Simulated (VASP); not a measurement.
Set up this calculation in VASP 6.6.1, as the native input.

```
Task                   : band structure
Functional             : AM05
Potentials or basis    : VASP PAW PBE potentials, release 64 (Ni)
Cutoff                 : 520 eV
k mesh                 : 13 × 13 × 13
Occupations            : fermi-dirac, width 0.05 eV
Spin                   : collinear spin, ferromagnetic start
Starting moments       : [1.0] μB
Further INCAR settings : ALGO = Fast; EDIFF = 1e-06
```

The system is Ni.

```
Ni
1.0
     0.00000    1.73757    1.73757
     1.73757    0.00000    1.73757
     1.73757    1.73757    0.00000
Ni
1
Direct
  0.00000 0.00000 0.00000
```

These files were run (other wordings do the same):

POSCAR

```
Ni
1.0
    0.0000000000      1.7375729330      1.7375729330
    1.7375729330      0.0000000000      1.7375729330
    1.7375729330      1.7375729330      0.0000000000
Ni
1
Direct
    0.0000000000      0.0000000000      0.0000000000
```

INCAR.step1

```
SYSTEM = Ni
PREC = Accurate
ENCUT = 520
EDIFF = 1E-6
ISMEAR = -1
SIGMA = 0.05
LREAL = .False.
LASPH = .True.
NELM = 120
ALGO = Fast
ISIF = 2
LWAVE = .False.
LCHARG = .True.
ISPIN = 2
MAGMOM = 1
LORBIT = 11
LMAXMIX = 4
GGA = AM
```

KPOINTS.step1

```
Automatic mesh
0
Gamma
  13 13 13
  0 0 0
```

INCAR.step2

```
SYSTEM = Ni
PREC = Accurate
ENCUT = 520
EDIFF = 1E-6
ISMEAR = 0
SIGMA = 0.05
LREAL = .False.
LASPH = .True.
NELM = 120
ALGO = Fast
ISIF = 2
LWAVE = .False.
LCHARG = .False.
ISPIN = 2
MAGMOM = 1
LORBIT = 11
LMAXMIX = 4
GGA = AM
ICHARG = 11
```

KPOINTS.step2

```
path GXWKGLUWLK,UX
20
line-mode
reciprocal
 0.0000000000  0.0000000000  0.0000000000  G
 0.5000000000  0.0000000000  0.5000000000  X

 0.5000000000  0.0000000000  0.5000000000  X
 0.5000000000  0.2500000000  0.7500000000  W

 0.5000000000  0.2500000000  0.7500000000  W
 0.3750000000  0.3750000000  0.7500000000  K

 0.3750000000  0.3750000000  0.7500000000  K
 0.0000000000  0.0000000000  0.0000000000  G

 0.0000000000  0.0000000000  0.0000000000  G
 0.5000000000  0.5000000000  0.5000000000  L

 0.5000000000  0.5000000000  0.5000000000  L
 0.6250000000  0.2500000000  0.6250000000  U

 0.6250000000  0.2500000000  0.6250000000  U
 0.5000000000  0.2500000000  0.7500000000  W

 0.5000000000  0.2500000000  0.7500000000  W
 0.5000000000  0.5000000000  0.5000000000  L

 0.5000000000  0.5000000000  0.5000000000  L
 0.3750000000  0.3750000000  0.7500000000  K

 0.6250000000  0.2500000000  0.6250000000  U
 0.5000000000  0.0000000000  0.5000000000  X
```

Potentials or basis: VASP PAW PBE potentials, release 64 (Ni).

Launch:

```bash
$ cat potpaw_PBE.64/Ni/POTCAR > POTCAR
$ cp INCAR.step1 INCAR
$ cp KPOINTS.step1 KPOINTS
$ mpirun -np 1 vasp_std > vasp.out
$ cp INCAR.step2 INCAR
$ cp KPOINTS.step2 KPOINTS
$ mpirun -np 1 vasp_std > vasp.out
```

It gave:

```yaml
Band_gap_along_the_path: none (metal or under the smearing width)
Net_moment: 0.62 μB per cell
```

Caveat: the log is that of the step along the path at fixed density, whose energy, stress, charges and moments have no meaning.

Wall time 38 s on 1 thread of AMD EPYC 7R13 Processor (Zen 3) (shared host), peak memory 0.12 GiB.
